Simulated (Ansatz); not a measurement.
Method: DFT PBE, scalar-relativistic, plane waves, PAW (Ansatz 0.2.0). All cells share a 420 eV cutoff and Γ-centred k meshes spaced at most about 0.3 Å⁻¹ (2π included). No spin polarisation.

Each guess is relaxed in cell and atoms at zero pressure, on a coarse mesh first where it starts far from rest and then on a converged one. The steps can't lower the symmetry of the start, but it can rise. Energies are static (0 K, no zero-point motion).

Two unrelaxed guesses for LiH:

Guess 1.

```yaml
crystal:
  lattice:
    - [1.40232, -1.98088, 0.00000]
    - [1.40232, 1.98088, 0.00000]
    - [0.00000, 0.00000, 3.97019]
  atoms:
    - { symbol: Li, position: [0.50000, 0.50000, 0.50000] }
    - { symbol: H, position: [0.00000, 0.00000, 0.00000] }
```

Guess 2.

```yaml
crystal:
  lattice:
    - [2.53762, 0.00000, 0.00000]
    - [0.00000, 2.53762, 0.00000]
    - [0.00000, 0.00000, 3.40707]
  atoms:
    - { symbol: Li, position: [0.00000, 0.00000, 0.00000] }
    - { symbol: H, position: [0.50000, 0.50000, 0.00000] }
```

Question: Do they relax into the same structure? If not, which is lower?

Answer: No. Guess 1 ends lower, by 16 meV/atom. Guess 1: Cmmm at 11.0 Å³/atom → Cmmm at 10.0 Å³/atom; Guess 2: P4/mmm at 11.0 Å³/atom → P4/mmm at 15.8 Å³/atom. Counting H atoms around Li (those within 1.25 times the shortest such distance or 1.15 times the sum of covalent radii, 1.27 where that leaves under three), the end of guess 1 and the end of guess 2 both have Li 4. End of guess 1. Conventional cell: a = 2.757 Å, b = 5.493 Å, c = 2.639 Å. Around Li lie 4 H at 1.91 Å; around H lie 4 Li at 1.91 Å. End of guess 2. Conventional cell: a = 2.691 Å, c = 4.360 Å. Li has 4 H at 1.90 Å; H has 4 Li at 1.90 Å.

Ends held by symmetry can be saddle points. Neither end is the lowest form computed: that has the rock salt type, space group Fm-3m (No. 225), is reached from a cell as deposited in COD and lies 160 meV/atom below the better end. Weakly bound directions are ill-defined at this level, which has no dispersion term (P4/mmm), and this can change margins and order among such cells. With hydrogen, zero-point motion can shift such differences by 10 meV/atom or more. Some structure types and database cells were kept out of the candidates from the start, so a known form may be missing.
